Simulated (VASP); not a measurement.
# PtSe2 (P-3m1) in VASP: notebook

Runs on PtSe2. Level: LDA. Tasks: relaxation of cell and atoms.

Everything below comes from runs of VASP 6.6.1. Logs are shortened: lines on timing, memory, paths and dates and some standing lists are left out, and cuts for length are marked.

**1. The crystal as given**

The structure is trigonal, space group P-3m1 (No. 164). Conventional cell: a = 3.724 Å, b = 3.724 Å, c = 5.062 Å, α = 90.00°, β = 90.00°, γ = 120.00°. Pt (site symmetry -3m) is surrounded by 6 Se at 2.49 Å. Se (site symmetry 3m) has 3 Pt at 2.49 Å as nearest neighbours.

**2. Relaxation of cell and atoms, LDA**

The input, INCAR:

```
SYSTEM = PtSe2
  PREC = Accurate
  ENCUT = 520
  EDIFF = 1E-7
  ISMEAR = 0
  SIGMA = 0.02
  LREAL = .FALSE.
  LASPH = .TRUE.
  NELM = 80
  ALGO = Normal
  ISIF = 3
  LWAVE = .FALSE.
  LCHARG = .FALSE.
  GGA = CA
  IBRION = 2
  NSW = 80
  EDIFFG = -0.002
  KPAR = 4
```

The input, KPOINTS:

```
regular mesh
0
G
  9 9 6
  0 0 0
```

The input, POSCAR:

```
PtSe2
1.0
    3.7240000000      0.0000000000      0.0000000000
   -1.8620000000      3.2250786000      0.0000000000
    0.0000000000      0.0000000000      5.0620000000
Pt Se
1 2
Direct
    0.0000000000      0.0000000000      0.0000000000
    0.3333333300      0.6666666700      0.2500000000
    0.6666666700      0.3333333300      0.7500000000
```

Potentials or basis: VASP PAW LDA potentials, release 64 (Pt, Se).

Command:

```
$ cat potpaw_LDA.64/Pt/POTCAR potpaw_LDA.64/Se/POTCAR > POTCAR
$ mpirun -np 4 vasp_std > vasp.out
```

OUTCAR:

```text
SYSTEM = PtSe2
   PREC = Accurate
   ENCUT = 520
   EDIFF = 1E-7
   ISMEAR = 0
   LREAL = .FALSE.
   LASPH = .TRUE.
   NELM = 80
   ISIF = 3
   GGA = CA
   IBRION = 2
   NSW = 80
   EDIFFG = -0.002

 ion  position               nearest neighbor table
   1  0.000  0.000  0.000-   2 2.49   3 2.49   2 2.49   3 2.49   3 2.49   2 2.49
   2  0.333  0.667  0.250-   1 2.49   1 2.49   1 2.49
   3  0.667  0.333  0.750-   1 2.49   1 2.49   1 2.49

  LATTYP: Found a hexagonal cell.
 ALAT       =     3.7240000000
 C/A-ratio  =     1.3592910849

  Lattice vectors:

 A1 = (   3.7240000000,   0.0000000000,   0.0000000000)
 A2 = (  -1.8620000000,   3.2250786000,   0.0000000000)
 A3 = (   0.0000000000,   0.0000000000,   5.0620000000)

Analysis of symmetry for initial positions (statically):
=====================================================================
 Subroutine PRICEL returns:
 Original cell was already a primitive cell.

 Routine SETGRP: Setting up the symmetry group for a
 hexagonal supercell.

 Subroutine GETGRP returns: Found 12 space group operations
 (whereof 12 operations were pure point group operations)
 out of a pool of 24 trial point group operations.

The static configuration has the point symmetry D_3d.

Analysis of symmetry for dynamics (positions and initial velocities):
=====================================================================
 Subroutine PRICEL returns:
 Original cell was already a primitive cell.

 Routine SETGRP: Setting up the symmetry group for a
 hexagonal supercell.

 Subroutine GETGRP returns: Found 12 space group operations
 (whereof 12 operations were pure point group operations)
 out of a pool of 24 trial point group operations.

The dynamic configuration has the point symmetry D_3d.

 Subroutine INISYM returns: Found 12 space group operations
 (whereof 12 operations are pure point group operations),
 and found     1 'primitive' translations

----------------------------------------------------------------------------------------

                                     Primitive cell

  volume of cell :      60.7956

  direct lattice vectors                    reciprocal lattice vectors
     3.724000000  0.000000000  0.000000000     0.268528464  0.155034981  0.000000000
    -1.862000000  3.225078600  0.000000000     0.000000000  0.310069962  0.000000000
     0.000000000  0.000000000  5.062000000     0.000000000  0.000000000  0.197550375

  length of vectors
     3.724000000  3.723999997  5.062000000     0.310069962  0.310069962  0.197550375

  position of ions in fractional coordinates (direct lattice)
     0.000000000  0.000000000  0.000000000
     0.333333330  0.666666670  0.250000000
     0.666666670  0.333333330  0.750000000

  ion indices of the primitive-cell ions
   primitive index   ion index
                 1           1
                 2           2
                 3           3

----------------------------------------------------------------------------------------

 KPOINTS: regular mesh

Automatic generation of k-mesh.
 Grid dimensions read from file:
 generate k-points for:    9    9    6

 Generating k-lattice:

  Cartesian coordinates                     Fractional coordinates (reciprocal lattice)
     0.029836496  0.017226109  0.000000000     0.111111111  0.000000000  0.000000000
     0.000000000  0.034452218  0.000000000     0.000000000  0.111111111  0.000000000
     0.000000000  0.000000000  0.032925063     0.000000000  0.000000000  0.166666667

  Length of vectors
     0.034452218  0.034452218  0.032925063

  Shift w.r.t. Gamma in fractional coordinates (k-lattice)
     0.000000000  0.000000000  0.000000000

 Subroutine IBZKPT returns following result:
 ===========================================

 Found     62 irreducible k-points:

 Following reciprocal coordinates:
            Coordinates               Weight
  0.000000  0.000000  0.000000      1.000000
  0.111111  0.000000  0.000000      6.000000
  0.222222  0.000000  0.000000      6.000000
  0.333333 -0.000000  0.000000      6.000000
  0.444444  0.000000  0.000000      6.000000
  0.111111  0.111111  0.000000      6.000000
[... 16 lines left out ...]
  0.222222  0.111111  0.166667     12.000000
 -0.111111  0.333333  0.166667     12.000000
 [... further k-points ...]
   k-points           NKPTS =     62   k-points in BZ     NKDIM =     62   number of bands    NBANDS=     15
   number of dos      NEDOS =    301   number of ions     NIONS =      3
   total plane-waves  NPLWV =  31360
   dimension x,y,z NGX =    28 NGY =   28 NGZ =   40
   dimension x,y,z NGXF=    56 NGYF=   56 NGZF=   80
   ions per type =               1   2
   NGX,Y,Z   is equivalent  to a cutoff of  12.50, 12.50, 13.14 a.u.
   NGXF,Y,Z  is equivalent  to a cutoff of  25.00, 25.00, 26.27 a.u.
 SYSTEM =  PtSe2
   PREC   = accura    normal or accurate (medium, high low for compatibility)
   ISTART =      0    job   : 0-new  1-cont  2-samecut
   ICHARG =      2    charge: 1-file 2-atom 10-const
   ISPIN  =      1    spin polarized calculation?
   LNONCOLLINEAR =      F non collinear calculations
   LSORBIT =      F    spin-orbit coupling
   LASPH  =      T    aspherical Exc in radial PAW
   ENCUT  =  520.0 eV  38.22 Ry    6.18 a.u.   6.92  6.92  9.41*2*pi/ulx,y,z
   NELM   =     80;   NELMIN=  2; NELMDL= -5     # of ELM steps
   EDIFF  = 0.1E-06   stopping-criterion for ELM
   LREAL  =      F    real-space projection
   EDIFFG = -.2E-02   stopping-criterion for IOM
   NSW    =     80    number of steps for IOM
   IBRION =      2    ionic relax: 0-MD 1-quasi-New 2-CG
   NFREE  =      1    steps in history (QN), initial steepest desc. (CG)
   ISIF   =      3    stress and relaxation
   ISYM   =      2    0-nonsym 1-usesym 2-fastsym
   POTIM  = 0.5000    time-step for ionic-motion
   TEBEG  =    0.0;   TEEND  =   0.0 temperature during run
   PSTRESS=    0.0 pullay stress
   NELECT =      22.0000    total number of electrons
   NUPDOWN=      -1.0000    fix difference up-down
   EMIN   =  10.00;   EMAX   =-10.00  energy-range for DOS
   EFERMI =   0.00;   METHOD = LEGACY
   ISMEAR =     0;   SIGMA  =   0.02  broadening in eV -4-tet -1-fermi 0-gaus
   EFERMI_NEDOS =   21; number of points for ismear=-14 and -15
   IALGO  =     38    algorithm
   IMIX   =      4    mixing-type and parameters
     AMIX     =   0.40;   BMIX     =  1.00
     AMIX_MAG =   1.60;   BMIX_MAG =  1.00
  volume/ion in A,a.u.               =      20.27       136.76
  Fermi-wavevector in a.u.,A,eV,Ry     =   1.166608  2.204570 18.517184  1.360975
  Thomas-Fermi vector in A             =   2.303119
   LORBIT       =      0    0 simple, 1 ext, 2 COOP (PROOUT), +10 PAW based schemes
   GGA     = CA    functional components
   LHFCALC =     F    Hartree Fock is set to
   AEXX    =    0.0000 exact exchange contribution
   IVDW    =     0    specifies the selected vdW correction
   LEPSILON=     F    determine dielectric tensor
   LRPA    =     F    only Hartree local field effects (RPA)
 conjugate gradient relaxation of ions
 non-spin polarized calculation
 Gauss-broadening in eV      SIGMA  =   0.02
  energy-cutoff  :      520.00
  volume of cell :       60.80
 maximum number of plane-waves:      1650
   NGX = 13   NGY = 13   NGZ = 19

--------------------------------------- Ionic step        1  -------------------------------------------

 number of electron      21.9999998 magnetization

 Free energy of the ion-electron system (eV)
  ---------------------------------------------------
  ext. energy  EPLUGINS =         0.00000000
  ---------------------------------------------------
  free energy    TOTEN  =       -17.05830079 eV

  energy without entropy =      -17.05808495  energy(sigma->0) =      -17.05819287

------------------------ aborting loop because EDIFF is reached ----------------------------------------

  FORCE on cell =-STRESS in cart. coord.  units (eV):
  Direction    XX          YY          ZZ          XY          YZ          ZX
  --------------------------------------------------------------------------------------
  -------------------------------------------------------------------------------------
  Total        0.1319886      0.1319886     -0.3409904      0.0000000     -0.0000000      0.0000000
  in kB        3.4783625      3.4783625     -8.9862941      0.0000000     -0.0000000      0.0000000
  external PRESSURE =      -0.6765230 kB  Pullay stress =       0.0000000 kB
[... 92 lines left out ...]
  FREE ENERGIE OF THE ION-ELECTRON SYSTEM (eV)
  ---------------------------------------------------
  free  energy   TOTEN  =       -17.0700047267 eV

  energy  without entropy=      -17.0698223975  energy(sigma->0) =      -17.06991356

[... ionic steps 4 to 16 ...]

--------------------------------------- Ionic step       17  -------------------------------------------

 number of electron      21.9999999 magnetization

------------------------ aborting loop because EDIFF is reached ----------------------------------------

  FORCE on cell =-STRESS in cart. coord.  units (eV):
  Direction    XX          YY          ZZ          XY          YZ          ZX
  --------------------------------------------------------------------------------------
  -------------------------------------------------------------------------------------
  Total        0.0028210      0.0028210     -0.0005374      0.0000000      0.0000000     -0.0000000
  in kB        0.0781370      0.0781370     -0.0148844      0.0000000      0.0000000     -0.0000000
  external PRESSURE =       0.0471299 kB  Pullay stress =       0.0000000 kB
[... 59 lines left out ...]
  energy  without entropy=      -17.0908046091  energy(sigma->0) =      -17.09094300

--------------------------------------- Ionic step       19  -------------------------------------------

 number of electron      21.9999999 magnetization

 Free energy of the ion-electron system (eV)
  ---------------------------------------------------
  ext. energy  EPLUGINS =         0.00000000
  ---------------------------------------------------
  free energy    TOTEN  =       -17.09108611 eV

  energy without entropy =      -17.09080955  energy(sigma->0) =      -17.09094783

 E-fermi :   7.0683     XC(G=0): -11.2004

 val. band max:        7.0294986503   @ k =   0.3333   0.3333   0.0000
 cond. band min:       7.0712591668   @ k =  -0.1111   0.4444   0.1667
 fundamental gap:      0.0417605166
 Fermi energy:         7.0682900045

 k-point     1 :       0.0000    0.0000    0.0000
  band No.  band energies     occupation
      1      -8.8404      2.00000
      2      -5.5509      2.00000
      3      -0.2631      2.00000
      4       0.6057      2.00000
      5       0.6057      2.00000
      6       3.1479      2.00000
      7       3.1479      2.00000
      8       4.5694      2.00000
      9       6.0436      2.00000
     10       6.0436      2.00000
     11       7.9169      0.00000
     12       8.1600      0.00000
     13       8.1600      0.00000
     14      10.2313      0.00000
     15      11.2335      0.00000
[... 397 lines left out ...]
 k-point    24 :      -0.1111    0.3333    0.1667
  band No.  band energies     occupation
      1      -7.8656      2.00000
      2      -6.1522      2.00000
      3       0.2650      2.00000
      4       0.9355      2.00000
      5       1.2776      2.00000
      6       1.9843      2.00000
      7       2.7432      2.00000
      8       3.6282      2.00000
      9       4.6594      2.00000
     10       5.1081      2.00000
     11       6.6181      2.00000
     12       7.4107      0.00000
     13       8.4849      0.00000
     14      11.7277      0.00000
     15      13.2455      0.00000

 [... further k-points ...]

------------------------ aborting loop because EDIFF is reached ----------------------------------------

  FORCE on cell =-STRESS in cart. coord.  units (eV):
  Direction    XX          YY          ZZ          XY          YZ          ZX
  --------------------------------------------------------------------------------------
  -------------------------------------------------------------------------------------
  Total       -0.0040005     -0.0040005      0.0024636     -0.0000000      0.0000000      0.0000000
  in kB       -0.1108444     -0.1108444      0.0682599     -0.0000000      0.0000000      0.0000000
  external PRESSURE =      -0.0511430 kB  Pullay stress =       0.0000000 kB
[... 18 lines left out ...]
  FREE ENERGIE OF THE ION-ELECTRON SYSTEM (eV)
  ---------------------------------------------------
  free  energy   TOTEN  =       -17.0910861107 eV

  energy  without entropy=      -17.0908095473  energy(sigma->0) =      -17.09094783

 reached required accuracy - stopping structural energy minimisation
```

It took 2.2 min on 4 MPI ranks of Intel Xeon Platinum 8259CL at 2.50GHz (Skylake/Cascade Lake), shared host; peak memory 0.21 GiB.

What came out:

* Free energy: -17.0911 eV
* Relaxed volume: 19.27 Å³/atom
* Relaxed cell: a = 3.743 Å, b = 3.743 Å, c = 4.765 Å, α = 90.00°, β = 90.00°, γ = 120.00°
* Space group after relaxing (to 0.05 Å): P-3m1 (No. 164)
* Energy gained by relaxing: 10.9 meV/atom
* Ionic steps: 19
* Pressure after relaxing: 0.0 GPa
* Band gap on the k mesh: none (metal or under the smearing width)

The path:
```csv
step,energy change (eV),largest force (eV/Å),pressure (GPa),volume (Å³)
1,0.0000,0.2260,-0.07,60.80
2,-0.0062,0.1251,-0.85,60.72
3,-0.0117,0.0812,-2.41,60.55
4,-0.0133,0.0811,-2.34,60.43
5,-0.0177,0.0812,-2.12,60.06
6,-0.0250,0.0837,-1.65,59.34
7,-0.0319,0.1066,-0.52,57.90
8,-0.0323,0.0685,-0.28,57.88
9,-0.0325,0.0186,0.03,57.86
10,-0.0326,0.0157,0.02,57.87
11,-0.0327,0.0073,-0.04,57.89
12,-0.0327,0.0096,-0.16,57.94
13,-0.0328,0.0002,-0.09,57.91
14,-0.0328,0.0106,0.02,57.87
15,-0.0328,0.0094,0.01,57.87
16,-0.0328,0.0081,0.01,57.87
17,-0.0328,0.0047,0.00,57.84
18,-0.0328,0.0021,-0.01,57.80
19,-0.0328,0.0018,-0.01,57.82
```

Final structure:
```xyz
3
Lattice="3.7434 0.0000 0.0000 -1.8717 3.2419 0.0000 0.0000 0.0000 4.7647" Properties=species:S:1:pos:R:3 pbc="T T T"
Pt    0.0000    0.0000    0.0000
Se    0.0000    2.1613    1.2639
Se    1.8717    1.0806    3.5008
```

The run has no spin-orbit coupling, so splittings on Pt are missing. Zero-point motion and thermal expansion aren't in these numbers.

**3. Relaxation of cell and atoms, LDA**

This run uses another cell than the first one, of 19.27 Å³/atom, 0.951 times its volume.

INCAR is that of step 2.

KPOINTS is that of step 2.

The input, POSCAR:

```
PtSe2                                   
1.0
    3.7434424396      0.0000000000      0.0000000000
   -1.8717212198      3.2419162465      0.0000000000
    0.0000000000     -0.0000000000      4.7646962858
  Pt              Se            
     1     2
Direct
     0.0000000000000000    0.0000000000000000    0.0000000000000000
     0.3333333300000021    0.6666666699999979    0.2652628048755496
     0.6666666699999979    0.3333333300000021    0.7347371951244505
```

Potentials or basis: VASP PAW LDA potentials, release 64 (Pt, Se).

Command:

```
$ cat potpaw_LDA.64/Pt/POTCAR potpaw_LDA.64/Se/POTCAR > POTCAR
$ mpirun -np 4 vasp_std > vasp.out
```

OUTCAR:

```text
SYSTEM = PtSe2
   PREC = Accurate
   ENCUT = 520
   EDIFF = 1E-7
   ISMEAR = 0
   LREAL = .FALSE.
   LASPH = .TRUE.
   NELM = 80
   ISIF = 3
   GGA = CA
   IBRION = 2
   NSW = 80
   EDIFFG = -0.002

 ion  position               nearest neighbor table
   1  0.000  0.000  0.000-   2 2.50   3 2.50   2 2.50   3 2.50   3 2.50   2 2.50
   2  0.333  0.667  0.265-   1 2.50   1 2.50   1 2.50
   3  0.667  0.333  0.735-   1 2.50   1 2.50   1 2.50

  LATTYP: Found a hexagonal cell.
 ALAT       =     3.7434424396
 C/A-ratio  =     1.2728114196

  Lattice vectors:

 A1 = (   3.7434424396,   0.0000000000,   0.0000000000)
 A2 = (  -1.8717212198,   3.2419162465,   0.0000000000)
 A3 = (   0.0000000000,   0.0000000000,   4.7646962858)

Analysis of symmetry for initial positions (statically):
=====================================================================
 Subroutine PRICEL returns:
 Original cell was already a primitive cell.

 Routine SETGRP: Setting up the symmetry group for a
 hexagonal supercell.

 Subroutine GETGRP returns: Found 12 space group operations
 (whereof 12 operations were pure point group operations)
[... 187 lines left out ...]
     11       7.9169      0.00000
     12       8.1600      0.00000
     13       8.1600      0.00000
     14      10.2314      0.00000
[... 401 lines left out ...]
      2      -6.1521      2.00000
      3       0.2650      2.00000
      4       0.9354      2.00000
      5       1.2776      2.00000
      6       1.9843      2.00000
      7       2.7432      2.00000
      8       3.6281      2.00000
      9       4.6594      2.00000
     10       5.1080      2.00000
     11       6.6181      2.00000
     12       7.4107      0.00000
     13       8.4848      0.00000
     14      11.7276      0.00000
     15      13.2455      0.00000

 [... further k-points ...]

------------------------ aborting loop because EDIFF is reached ----------------------------------------

  FORCE on cell =-STRESS in cart. coord.  units (eV):
  Direction    XX          YY          ZZ          XY          YZ          ZX
  --------------------------------------------------------------------------------------
  -------------------------------------------------------------------------------------
  Total       -0.0018982     -0.0018982     -0.0006297      0.0000000      0.0000000     -0.0000000
  in kB       -0.0525951     -0.0525951     -0.0174467      0.0000000      0.0000000     -0.0000000
  external PRESSURE =      -0.0408790 kB  Pullay stress =       0.0000000 kB

 VOLUME and BASIS-vectors are now :
 -----------------------------------------------------------------------------
  energy-cutoff  :      520.00
  volume of cell :       57.82
      direct lattice vectors                 reciprocal lattice vectors
     3.743442440  0.000000000  0.000000000     0.267133799  0.154229771  0.000000000
    -1.871721220  3.241916247  0.000000000     0.000000000  0.308459542  0.000000000
     0.000000000  0.000000000  4.764696286     0.000000000  0.000000000  0.209876966

 POSITION                                       TOTAL-FORCE (eV/Angst)
 -----------------------------------------------------------------------------------
      0.00000      0.00000      0.00000         0.000000      0.000000     -0.000000
     -0.00000      2.16128      1.26390         0.000000      0.000000      0.001964
      1.87172      1.08064      3.50080        -0.000000     -0.000000     -0.001964
 -----------------------------------------------------------------------------------
    total drift:                               -0.000000     -0.000000     -0.000000

  FREE ENERGIE OF THE ION-ELECTRON SYSTEM (eV)
  ---------------------------------------------------
  free  energy   TOTEN  =       -17.0904326483 eV

  energy  without entropy=      -17.0901560758  energy(sigma->0) =      -17.09029436

 reached required accuracy - stopping structural energy minimisation
```

It took 12 s on 4 MPI ranks of Intel Xeon Platinum 8259CL at 2.50GHz (Skylake/Cascade Lake), shared host; peak memory 0.18 GiB.

What came out:

```
Free energy             : -17.0904 eV
Pressure after relaxing : 0.0 GPa
Band gap on the k mesh  : none (metal or under the smearing width)
```

Final structure:
```yaml
crystal:
  lattice:
    - [3.74344, 0.00000, 0.00000]
    - [-1.87172, 3.24192, 0.00000]
    - [0.00000, 0.00000, 4.76470]
  atoms:
    - { symbol: Pt, position: [0.00000, 0.00000, 0.00000] }
    - { symbol: Se, position: [0.33333, 0.66667, 0.26526] }
    - { symbol: Se, position: [0.66667, 0.33333, 0.73474] }
```

Levels at points of the mesh, in eV from the Fermi level:
```csv
k point,band 7,band 8,band 9,band 10,band 11,band 12,band 13,band 14,band 15
"(0.00, 0.00, 0.00)",-3.92,-2.50,-1.02,-1.02,0.85,1.09,1.09,3.16,4.17
"(0.00, 0.00, 0.50)",-3.98,-3.00,-1.76,-1.76,-1.67,2.42,2.42,4.94,6.53
```

Caveat: the relaxation stopped at its first step, so nothing moved. The run has no spin-orbit coupling, so splittings on Pt are missing.
